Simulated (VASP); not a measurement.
# Cs: molecular dynamics at constant energy

Cs, I4/mmm (no. 139), 8 atoms in the cell. PBE, molecular dynamics; PAW potentials Cs_sv (PBE set).

Ensemble: NVE; Starting temperature (K): 1600.

## Input

INCAR:
```
ALGO = Fast
ANDERSEN_PROB = 0.0
EDIFF = 1E-6
ENCUT = 220
GGA = PE
IBRION = 0
ISIF = 2
ISMEAR = -1
ISYM = 0
LASPH = True
LCHARG = False
LREAL = Auto
LWAVE = False
MDALGO = 1
NCORE = 2
NELM = 60
NELMIN = 4
NSW = 60
POTIM = 4.0
PREC = Normal
RANDOM_SEED = 325739 0 0
SIGMA = 0.069
TEBEG = 1600
```

KPOINTS:
```
k-points
0
Monkhorst-Pack
  1 1 2
```

POSCAR:
```
Cs
1.0
   11.0003018400      0.0000000000      0.0000000000
    0.0000000000     11.0003018400      0.0000000000
    0.0000000000      0.0000000000      8.1944779600
Cs
8
Direct
    0.0000000000      0.0000000000      0.0000000000
    0.0000000000      0.5000000000      0.0000000000
    0.5000000000      0.0000000000      0.0000000000
    0.5000000000      0.5000000000      0.0000000000
    0.2500000000      0.2500000000      0.5000000000
    0.2500000000      0.7500000000      0.5000000000
    0.7500000000      0.2500000000      0.5000000000
    0.7500000000      0.7500000000      0.5000000000
```

Commands:
```
cat potpaw_PBE.64/Cs_sv/POTCAR > POTCAR
mpirun -np 2 vasp_std > vasp.out
```

## Result

- Rise of the mean potential energy above the start (meV/atom): 49.9
- Mean temperature (K): 1158
- Electronic steps per ionic step after the first: 5.8

Course of the run:

| Time (fs) | Temperature (K) | Potential energy less the first (meV/atom) |
|---|---|---|
| 4 | 1600 | 0.0 |
| 24 | 1590 | 1.1 |
| 40 | 1563 | 4.1 |
| 60 | 1509 | 10.1 |
| 76 | 1451 | 16.7 |
| 96 | 1361 | 27.0 |
| 112 | 1276 | 36.6 |
| 132 | 1157 | 50.0 |
| 148 | 1055 | 61.5 |
| 168 | 924 | 76.3 |
| 184 | 821 | 88.1 |
| 204 | 699 | 101.8 |
| 220 | 612 | 111.7 |
| 240 | 521 | 122.0 |

The mean temperature lies below the starting 1600 K, since the atoms start on their sites and part of their kinetic energy turns into potential energy.

REPORT:
```
MDALGO =   1
         ANDERSEN_PROB =  0.00000000
               SCALING =       0
                 CNEXP =     9.000   14.000
           RANDOM_SEED =            325739                0                0

   original number of atomic DOF:         21
   number of independent constraints:      0
   number of active DOF:                  21

========================================
         MD step No.       1
========================================

  Atomic velocities initialized by STEP_tb

  >Energies
                    E_tot             E_pot             E_kin               EPS                ES
   e_b>   -0.47719306E+01   -0.62196525E+01    0.14477220E+01    0.00000000E+00    0.00000000E+00

  >Temperature
               T_sim     T_inst
   tmprt>   1600.000   1600.001

  >Thermostat, num. of collisions:                0

           RANDOM_SEED =            325739               96                0

[... steps left out ...]

========================================
         MD step No.      60
========================================

  >Energies
                    E_tot             E_pot             E_kin               EPS                ES
   e_b>   -0.47723582E+01   -0.52439256E+01    0.47156740E+00    0.00000000E+00    0.00000000E+00

  >Temperature
               T_sim     T_inst
   tmprt>   1600.000    521.169

  >Thermostat, num. of collisions:                0

           RANDOM_SEED =            325739             2928                0
```

OSZICAR:
```
N       E                     dE             d eps       ncg     rms          rms(c)
DAV:   1     0.433716140198E+03    0.43372E+03   -0.17025E+04   102   0.636E+02
DAV:   2     0.568407843541E+02   -0.37688E+03   -0.37326E+03   113   0.171E+02
DAV:   3    -0.465970089487E+01   -0.61500E+02   -0.61244E+02   108   0.713E+01
DAV:   4    -0.617828091714E+01   -0.15186E+01   -0.15101E+01    92   0.138E+01
DAV:   5    -0.620245533575E+01   -0.24174E-01   -0.24115E-01   108   0.149E+00    0.463E-01
RMM:   6    -0.620980968602E+01   -0.73544E-02   -0.95713E-03    86   0.340E-01    0.288E-01
RMM:   7    -0.621864015891E+01   -0.88305E-02   -0.28267E-02    86   0.503E-01    0.920E-02
RMM:   8    -0.621953902755E+01   -0.89887E-03   -0.23785E-03    92   0.152E-01    0.104E-02
RMM:   9    -0.621962308872E+01   -0.84061E-04   -0.68368E-04    97   0.620E-02    0.655E-03
RMM:  10    -0.621964401137E+01   -0.20923E-04   -0.22711E-04    98   0.296E-02    0.409E-03
RMM:  11    -0.621964824198E+01   -0.42306E-05   -0.60949E-05    87   0.144E-02    0.208E-03
RMM:  12    -0.621965061937E+01   -0.23774E-05   -0.14477E-05    69   0.710E-03    0.919E-04
[... left out ...]
[... last step whole ...]
       N       E                     dE             d eps       ncg     rms          rms(c)
DAV:   1    -0.524375452999E+01    0.15036E-01   -0.77818E-03   121   0.207E+00    0.112E-02
RMM:   2    -0.524390027062E+01   -0.14574E-03   -0.14692E-03    98   0.123E-01    0.143E-03
RMM:   3    -0.524391848296E+01   -0.18212E-04   -0.19039E-04    95   0.421E-02    0.151E-03
RMM:   4    -0.524392368457E+01   -0.52016E-05   -0.52984E-05    85   0.198E-02    0.139E-03
RMM:   5    -0.524392496035E+01   -0.12758E-05   -0.13284E-05    78   0.994E-03    0.818E-04
RMM:   6    -0.524392561051E+01   -0.65015E-06   -0.59931E-06    68   0.550E-03
     60 T=   521. E= -.47723582E+01 F= -.52439256E+01 E0= -.50591328E+01  EK= 0.47157E+00 SP= 0.00E+00 SK= 0.00E+00
```

Limits: 240 fs of 8 atoms are too short for converged averages.

VASP 6.6.1 took 450 s on 2 cores (AMD EPYC 7R43 (Zen 3)), a shared host.
